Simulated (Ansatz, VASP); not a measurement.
One calculation of Re, two programs

The input INCAR:

```
ALGO = Normal
EDIFF = 1E-6
ENCUT = 520
GGA = PE
ISIF = 2
ISMEAR = -1
LASPH = T
LCHARG = T
LELF = T
LREAL = F
LVHAR = T
LWAVE = F
NBANDS = 10
NELM = 60
PREC = Accurate
SIGMA = 0.1
```

The input KPOINTS:

```
k-points
0
Gamma
  14 14 14
```

Contents of POSCAR:

```
Re
1.0
    2.6798395178      0.0000000000      0.0000000000
    0.0000000000      2.6798395178      0.0000000000
    0.0000000000      0.0000000000      2.6798395178
Re
1
Direct
    0.0000000000      0.0000000000      0.0000000000
```

Input for Ansatz:

```yaml
crystal:
  lattice:
    - [2.6798395178, 0.0, 0.0]
    - [0.0, 2.6798395178, 0.0]
    - [0.0, 0.0, 2.6798395178]
  atoms:
    - { symbol: Re, position: [0.0, 0.0, 0.0] }
hamiltonian:
  xc: pbe
  pseudopotentials:
    kind: paw
    azcp:
      Re: "pseudopotentials/Re.paw.azcp"
basis:
  ecutwfc: 420
  fft_grid_basis: typed
kpoints:
  mp_grid: { grid: [14, 14, 14], shift: [0, 0, 0] }
magnetization:
  spin_polarized: false
scf:
  occupations: { method: fermi_dirac, width: 0.1 }
  lower_state_search: "off"
output:
  stress: true
```

Alike in both runs: task single point; functional PBE; k mesh 14 × 14 × 14; occupations fermi-dirac, width 0.1 eV; no spin polarisation.

```csv
,VASP,Ansatz
version,VASP 6.6.1,Ansatz 0.2.0
potentials or method,"VASP PAW PBE potentials, release 64 (Re)","plane waves (420 eV) with PAW, scalar-relativistic"
plane-wave cutoff (eV),520,420
valence electrons in the cell,7,15
```

```csv
,VASP,Ansatz,Ansatz less VASP
pressure (GPa),-24.1,-23.2,+0.87
```

With one functional, cell and mesh, what is left measures potentials, basis and numerics. The two sets of potentials don't hold the same shells in valence.

Caveats: so large a pressure means that the cell lies far from this level's equilibrium, or that cutoff or potentials fall short (VASP). Spin-orbit coupling is left out, which matters for the levels of Re.
